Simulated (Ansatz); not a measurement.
## Tl: one atom moved over a plane

These are results of DFT PBE, scalar-relativistic, plane waves, PAW (Ansatz 0.2.0), not measurements. The runs took a 420 eV cutoff, a Γ-centred 18×18×10 mesh and Gaussian smearing (0.15 eV). Spin–orbit coupling is left out, which can shift energies with elements as heavy as these. No spin polarisation. Energies are free energies at this smearing, counted from the undisturbed cell; pressure is positive in compression.

Reference structure (as given, not relaxed at this level; it stands at 3.2 GPa):

```yaml
crystal:
  lattice:
    - [3.45600, 0.00000, 0.00000]
    - [-1.72800, 2.99298, 0.00000]
    - [0.00000, 0.00000, 5.52500]
  atoms:
    - { symbol: Tl, position: [0.33333, 0.66667, 0.25000] }
    - { symbol: Tl, position: [0.66667, 0.33333, 0.75000] }
```

Atom 1 (Tl) is moved by p along (1.000, 0.000, 0.000) and q along (0.000, 0.000, 1.000) (Å), all else fixed. Points are written (p, q).

Energy above the undisturbed cell in eV/cell (a dash: not computed):

```
 p \ q  -0.300  -0.150  0.000  0.150  0.300
-0.300       ?    0.06   0.02   0.06      ?
-0.150    0.15    0.04   0.00   0.04   0.15
 0.000    0.15       ?   0.00      ?   0.15
 0.150    0.15    0.04   0.00   0.04   0.15
 0.300       ?    0.06   0.02   0.06      ?
```

Task: Fill in the withheld energies.

Result: (-0.300, -0.300): 0.17; (-0.300, 0.300): 0.17; (0.000, -0.150): 0.04; (0.000, 0.150): 0.04; (0.300, -0.300): 0.17; (0.300, 0.300): 0.17.